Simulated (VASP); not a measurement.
# Zr (P6/mmm) in VASP: notebook

Runs on Zr. Level: PBE. Tasks: relaxation of shape and atoms at fixed volume.

All numbers are computed with VASP 6.6.1; they aren't measurements. Logs are shortened: lines on timing, memory, paths and dates and some standing lists are left out, and cuts for length are marked.

## (1) The undisturbed crystal

It takes space group P6/mmm (No. 191, hexagonal). The conventional cell has a = 5.033 Å, b = 5.033 Å, c = 3.132 Å, α = 90.00°, β = 90.00°, γ = 120.00°. Zr (site symmetry -6m2) has 11 Zr at 2.91 to 3.30 Å as nearest neighbours. Zr (site symmetry 6/mmm) is surrounded by 14 Zr at 3.13 to 3.30 Å.

The cell was built by a generator and needn't be a form met in nature.

## (2) Relaxation of shape and atoms at fixed volume, PBE (a relaxed cell with its volume scaled by 0.94)

Contents of INCAR:

```
  PREC = Accurate
  ENCUT = 600
  EDIFF = 1E-7
  ISMEAR = 1
  SIGMA = 0.1
  LREAL = F
  LASPH = T
  NELM = 80
  ALGO = Fast
  ISIF = 4
  LWAVE = F
  LCHARG = F
  GGA = PE
  IBRION = 2
  NSW = 40
  EDIFFG = -0.01
```

Contents of KPOINTS:

```
regular mesh
0
Gamma
  9 9 12
```

Contents of POSCAR:

```
Zr                                      
1.0
    4.9356232274      0.0000000000      0.0000000000
   -2.4678116137      4.2743750963      0.0000000000
    0.0000000000      0.0000000000      3.0896662489
  Zr            
     3
Direct
     0.6666666699999979    0.3333333300000021    0.5000000000000000
     0.3333333300000021    0.6666666699999979    0.5000000000000000
     0.0000000000000000    0.0000000000000000    0.0000000000000000
```

Potentials or basis: VASP PAW PBE potentials, release 64 (Zr_sv).

Launch:

```sh
> cat potpaw_PBE.64/Zr_sv/POTCAR > POTCAR
> mpirun -np 1 vasp_std > vasp.out
```

OUTCAR:

```text
PREC = Accurate
   ENCUT = 600
   EDIFF = 1E-7
   ISMEAR = 1
   LREAL = F
   LASPH = T
   NELM = 80
   ISIF = 4
   GGA = PE
   IBRION = 2
   NSW = 40
   EDIFFG = -0.01

 ion  position               nearest neighbor table
   1  0.667  0.333  0.500-   2 2.85   2 2.85   2 2.85   3 3.24   3 3.24   3 3.24   3 3.24   3 3.24
                             3 3.24
   2  0.333  0.667  0.500-   1 2.85   1 2.85   1 2.85   3 3.24   3 3.24   3 3.24   3 3.24   3 3.24
                             3 3.24
   3  0.000  0.000  0.000-   1 3.24   2 3.24   1 3.24   2 3.24   2 3.24   2 3.24   1 3.24   1 3.24
                             1 3.24   1 3.24   2 3.24   2 3.24

  LATTYP: Found a hexagonal cell.
 ALAT       =     4.9356232274
 C/A-ratio  =     0.6259931333

  Lattice vectors:

 A1 = (   4.9356232274,   0.0000000000,   0.0000000000)
 A2 = (  -2.4678116137,   4.2743750963,   0.0000000000)
 A3 = (   0.0000000000,   0.0000000000,   3.0896662489)

Analysis of symmetry for initial positions (statically):
=====================================================================
 Subroutine PRICEL returns:
 Original cell was already a primitive cell.

 Routine SETGRP: Setting up the symmetry group for a
 hexagonal supercell.

 Subroutine GETGRP returns: Found 24 space group operations
 (whereof 24 operations were pure point group operations)
 out of a pool of 24 trial point group operations.

The static configuration has the point symmetry D_6h.

Analysis of symmetry for dynamics (positions and initial velocities):
=====================================================================
 Subroutine PRICEL returns:
 Original cell was already a primitive cell.

 Routine SETGRP: Setting up the symmetry group for a
 hexagonal supercell.

 Subroutine GETGRP returns: Found 24 space group operations
 (whereof 24 operations were pure point group operations)
 out of a pool of 24 trial point group operations.

The dynamic configuration has the point symmetry D_6h.

 Subroutine INISYM returns: Found 24 space group operations
 (whereof 24 operations are pure point group operations),
 and found     1 'primitive' translations

----------------------------------------------------------------------------------------

                                     Primitive cell

  volume of cell :      65.1818

  direct lattice vectors                    reciprocal lattice vectors
     4.935623227  0.000000000  0.000000000     0.202608658  0.116976163  0.000000000
    -2.467811614  4.274375096  0.000000000     0.000000000  0.233952327  0.000000000
     0.000000000  0.000000000  3.089666249     0.000000000  0.000000000  0.323659554

  length of vectors
     4.935623227  4.935623226  3.089666249     0.233952327  0.233952327  0.323659554

  position of ions in fractional coordinates (direct lattice)
     0.666666670  0.333333330  0.500000000
     0.333333330  0.666666670  0.500000000
     0.000000000  0.000000000  0.000000000

  ion indices of the primitive-cell ions
   primitive index   ion index
                 1           1
                 2           2
                 3           3

----------------------------------------------------------------------------------------

 KPOINTS: regular mesh

Automatic generation of k-mesh.
 Grid dimensions read from file:
 generate k-points for:    9    9   12

 Generating k-lattice:

  Cartesian coordinates                     Fractional coordinates (reciprocal lattice)
     0.022512073  0.012997351  0.000000000     0.111111111 -0.000000000  0.000000000
     0.000000000  0.025994703  0.000000000     0.000000000  0.111111111  0.000000000
     0.000000000  0.000000000  0.026971629     0.000000000  0.000000000  0.083333333

  Length of vectors
     0.025994703  0.025994703  0.026971629

  Shift w.r.t. Gamma in fractional coordinates (k-lattice)
     0.000000000  0.000000000  0.000000000

 Subroutine IBZKPT returns following result:
 ===========================================

 Found     84 irreducible k-points:

 Following reciprocal coordinates:
            Coordinates               Weight
  0.000000  0.000000  0.000000      1.000000
  0.111111 -0.000000  0.000000      6.000000
  0.222222 -0.000000  0.000000      6.000000
  0.333333  0.000000  0.000000      6.000000
  0.444444 -0.000000  0.000000      6.000000
  0.111111  0.111111  0.000000      6.000000
[... 16 lines left out ...]
  0.333333  0.222222  0.083333     24.000000
  0.333333  0.333333  0.083333      4.000000
 [... further k-points ...]
   k-points           NKPTS =     84   k-points in BZ     NKDIM =     84   number of bands    NBANDS=     22
   number of dos      NEDOS =    301   number of ions     NIONS =      3
   total plane-waves  NPLWV =  44800
   dimension x,y,z NGX =    40 NGY =   40 NGZ =   28
   dimension x,y,z NGXF=    80 NGYF=   80 NGZF=   56
   ions per type =               3
   NGX,Y,Z   is equivalent  to a cutoff of  13.47, 13.47, 15.07 a.u.
   NGXF,Y,Z  is equivalent  to a cutoff of  26.95, 26.95, 30.13 a.u.
 SYSTEM =  unknown system
   PREC   = accura    normal or accurate (medium, high low for compatibility)
   ISTART =      0    job   : 0-new  1-cont  2-samecut
   ICHARG =      2    charge: 1-file 2-atom 10-const
   ISPIN  =      1    spin polarized calculation?
   LNONCOLLINEAR =      F non collinear calculations
   LSORBIT =      F    spin-orbit coupling
   LASPH  =      T    aspherical Exc in radial PAW
   ENCUT  =  600.0 eV  44.10 Ry    6.64 a.u.   9.86  9.86  6.17*2*pi/ulx,y,z
   NELM   =     80;   NELMIN=  2; NELMDL= -5     # of ELM steps
   EDIFF  = 0.1E-06   stopping-criterion for ELM
   LREAL  =      F    real-space projection
   EDIFFG = -.1E-01   stopping-criterion for IOM
   NSW    =     40    number of steps for IOM
   IBRION =      2    ionic relax: 0-MD 1-quasi-New 2-CG
   NFREE  =      1    steps in history (QN), initial steepest desc. (CG)
   ISIF   =      4    stress and relaxation
   ISYM   =      2    0-nonsym 1-usesym 2-fastsym
   POTIM  = 0.5000    time-step for ionic-motion
   TEBEG  =    0.0;   TEEND  =   0.0 temperature during run
   PSTRESS=    0.0 pullay stress
   NELECT =      36.0000    total number of electrons
   NUPDOWN=      -1.0000    fix difference up-down
   EMIN   =  10.00;   EMAX   =-10.00  energy-range for DOS
   EFERMI =   0.00;   METHOD = LEGACY
   ISMEAR =     1;   SIGMA  =   0.10  broadening in eV -4-tet -1-fermi 0-gaus
   EFERMI_NEDOS =   21; number of points for ismear=-14 and -15
   IALGO  =     68    algorithm
   IMIX   =      4    mixing-type and parameters
     AMIX     =   0.40;   BMIX     =  1.00
     AMIX_MAG =   1.60;   BMIX_MAG =  1.00
  volume/ion in A,a.u.               =      21.73       146.62
  Fermi-wavevector in a.u.,A,eV,Ry     =   1.343178  2.538239 24.546643  1.804127
  Thomas-Fermi vector in A             =   2.471273
   LORBIT       =      0    0 simple, 1 ext, 2 COOP (PROOUT), +10 PAW based schemes
   GGA     = PE    functional components
   LHFCALC =     F    Hartree Fock is set to
   AEXX    =    0.0000 exact exchange contribution
   IVDW    =     0    specifies the selected vdW correction
   LEPSILON=     F    determine dielectric tensor
   LRPA    =     F    only Hartree local field effects (RPA)
 conjugate gradient relaxation of ions
 non-spin polarized calculation
 RMM-DIIS sequential band-by-band and
 Methfessel and Paxton  Order N= 1 SIGMA  =   0.10
  energy-cutoff  :      600.00
  volume of cell :       65.18
 maximum number of plane-waves:      2196
 NGX is ok and might be reduce to    40
   NGX = 19   NGY = 19   NGZ = 13

 number of electron      36.0000000 magnetization

 Free energy of the ion-electron system (eV)
  ---------------------------------------------------
  ext. energy  EPLUGINS =         0.00000000
  ---------------------------------------------------
  free energy    TOTEN  =       -25.47882929 eV

  energy without entropy =      -25.48034915  energy(sigma->0) =      -25.47933591

 E-fermi :   9.6603     XC(G=0): -11.3983

 val. band max:        9.6569671919   @ k =   0.1111   0.1111   0.0000
 cond. band min:       9.6626502831   @ k =   0.1111  -0.0000   0.0000
 fundamental gap:      0.0056830912
 Fermi energy:         9.6603307026

 k-point     1 :       0.0000    0.0000    0.0000
  band No.  band energies     occupation
      1     -39.0957      2.00000
      2     -38.8223      2.00000
      3     -38.5880      2.00000
      4     -17.3165      2.00000
      5     -17.3165      2.00000
      6     -17.2736      2.00000
[... 14 lines left out ...]
     21      11.3549     -0.00000
     22      11.3653     -0.00000

 k-point     2 :       0.1111   -0.0000    0.0000
  band No.  band energies     occupation
      1     -39.0921      2.00000
      2     -38.8190      2.00000
      3     -38.5952      2.00000
      4     -17.4260      2.00000
      5     -17.4007      2.00000
      6     -17.1590      2.00000
[... 14 lines left out ...]
     21      11.2116     -0.00000
     22      11.5148     -0.00000

 k-point     3 :       0.2222   -0.0000    0.0000
  band No.  band energies     occupation
      1     -39.0833      2.00000
      2     -38.8085      2.00000
      3     -38.6158      2.00000
      4     -17.5356      2.00000
      5     -17.4308      2.00000
      6     -17.0362      2.00000
[... 14 lines left out ...]
     21      10.8554     -0.00000
     22      11.1707     -0.00000

 k-point     4 :       0.3333    0.0000    0.0000
  band No.  band energies     occupation
      1     -39.0737      2.00000
      2     -38.7904      2.00000
      3     -38.6449      2.00000
      4     -17.6157      2.00000
      5     -17.3788      2.00000
      6     -16.9507      2.00000
[... 14 lines left out ...]
     21      10.9106     -0.00000
     22      11.0321     -0.00000

 k-point     5 :       0.4444   -0.0000    0.0000
  band No.  band energies     occupation
      1     -39.0677      2.00000
      2     -38.7710      2.00000
      3     -38.6713      2.00000
      4     -17.6577      2.00000
      5     -17.2599      2.00000
      6     -17.0586      2.00000
[... 417 lines left out ...]
 k-point    22 :       0.2222    0.2222    0.0833
  band No.  band energies     occupation
      1     -39.0649      2.00000
      2     -38.7724      2.00000
      3     -38.6580      2.00000
      4     -17.5244      2.00000
      5     -17.4425      2.00000
      6     -17.0620      2.00000
[... 14 lines left out ...]
     21      10.5499     -0.00000
     22      11.0361     -0.00000

 k-point    23 :       0.3333    0.2222    0.0833
  band No.  band energies     occupation
      1     -39.0611      2.00000
      2     -38.7476      2.00000
      3     -38.6873      2.00000
      4     -17.5255      2.00000
      5     -17.3507      2.00000
      6     -17.1991      2.00000
[... 14 lines left out ...]
     21      10.6053     -0.00000
     22      11.1046     -0.00000

 k-point    24 :       0.3333    0.3333    0.0833
  band No.  band energies     occupation
      1     -39.0599      2.00000
      2     -38.7181      2.00000
      3     -38.7181      2.00000
      4     -17.4446      2.00000
      5     -17.3311      2.00000
      6     -17.3311      2.00000
[... 14 lines left out ...]
     21      10.2398     -0.00000
     22      11.3350     -0.00000

 [... further k-points ...]
[... 5 lines left out ...]
  --------------------------------------------------------------------------------------
  -------------------------------------------------------------------------------------
  Total        2.6592624      2.6592624      2.7001043      0.0000000      0.0000000      0.0000000
  in kB       65.3650469     65.3650469     66.3689453      0.0000000      0.0000000      0.0000000
  external PRESSURE =      65.6996797 kB  Pullay stress =       0.0000000 kB

 VOLUME and BASIS-vectors are now :
 -----------------------------------------------------------------------------
  energy-cutoff  :      600.00
  volume of cell :       65.18
      direct lattice vectors                 reciprocal lattice vectors
     4.935623227  0.000000000  0.000000000     0.202608658  0.116976163  0.000000000
    -2.467811614  4.274375096  0.000000000     0.000000000  0.233952327  0.000000000
     0.000000000  0.000000000  3.089666249     0.000000000  0.000000000  0.323659554

 POSITION                                       TOTAL-FORCE (eV/Angst)
 -----------------------------------------------------------------------------------
      2.46781      1.42479      1.54483        -0.000000      0.000000      0.000000
     -0.00000      2.84958      1.54483         0.000000     -0.000000     -0.000000
      0.00000      0.00000      0.00000        -0.000000     -0.000000      0.000000
 -----------------------------------------------------------------------------------
    total drift:                                0.000000     -0.000000      0.000000

  FREE ENERGIE OF THE ION-ELECTRON SYSTEM (eV)
  ---------------------------------------------------
  free  energy   TOTEN  =       -25.4788292860 eV

  energy  without entropy=      -25.4803491477  energy(sigma->0) =      -25.47933591

 reached required accuracy - stopping structural energy minimisation
```

Wall time 3 min (1 thread of Intel Xeon Platinum 8488C (Sapphire Rapids), shared host); peak memory 0.27 GiB.

Results:

```
Free energy             : -25.4788 eV
Pressure after relaxing : 6.6 GPa
Band gap on the k mesh  : none (metal or under the smearing width)
```

Stress tensor (GPa, compression positive):
```
6.54 0.00 0.00
0.00 6.54 0.00
0.00 0.00 6.64
```

Final structure:
```yaml
crystal:
  lattice:
    - [4.93562, 0.00000, 0.00000]
    - [-2.46781, 4.27438, 0.00000]
    - [0.00000, 0.00000, 3.08967]
  atoms:
    - { symbol: Zr, position: [0.66667, 0.33333, 0.50000] }
    - { symbol: Zr, position: [0.33333, 0.66667, 0.50000] }
    - { symbol: Zr, position: [0.00000, 0.00000, 0.00000] }
```

Caveat: the relaxation stopped at its first step, so nothing moved.

## (3) Relaxation of shape and atoms at fixed volume, PBE (a relaxed cell with its volume scaled by 0.96)

INCAR is that of step 2.

KPOINTS is that of step 2.

Contents of POSCAR:

```
Zr                                      
1.0
    4.9703822827      0.0000000000      0.0000000000
   -2.4851911413      4.3044773212      0.0000000000
    0.0000000000      0.0000000000      3.1114251788
  Zr            
     3
Direct
     0.6666666699999979    0.3333333300000021    0.5000000000000000
     0.3333333300000021    0.6666666699999979    0.5000000000000000
     0.0000000000000000    0.0000000000000000    0.0000000000000000
```

Potentials or basis: VASP PAW PBE potentials, release 64 (Zr_sv).

Launch:

```sh
> cat potpaw_PBE.64/Zr_sv/POTCAR > POTCAR
> mpirun -np 1 vasp_std > vasp.out
```

Wall time 2.4 min (1 thread of Intel Xeon Platinum 8488C (Sapphire Rapids), shared host); peak memory 0.27 GiB.

Results (log left out):

- Free energy: -25.5257 eV
- Pressure after relaxing: 4.2 GPa
- Band gap on the k mesh: none (metal or under the smearing width)

Stress tensor (GPa, compression positive):
```
4.15 0.00 0.00
0.00 4.15 0.00
0.00 0.00 4.24
```

Final structure:
```
CELL_PARAMETERS angstrom
4.97038 0.00000 0.00000
-2.48519 4.30448 0.00000
0.00000 0.00000 3.11143
ATOMIC_POSITIONS crystal
Zr 0.66667 0.33333 0.50000
Zr 0.33333 0.66667 0.50000
Zr 0.00000 0.00000 0.00000
```

Levels at points of the mesh, in eV from the Fermi level:
```tsv
k point	band 15	band 16	band 17	band 18	band 19	band 20	band 21	band 22
(0.00, 0.00, 0.00)	-0.50	-0.50	-0.45	-0.45	-0.17	0.86	1.68	1.68
(0.00, 0.00, 0.50)	-2.13	-1.98	-1.98	-1.36	1.23	1.23	1.72	1.72
```

Caveat: the relaxation stopped at its first step, so nothing moved.
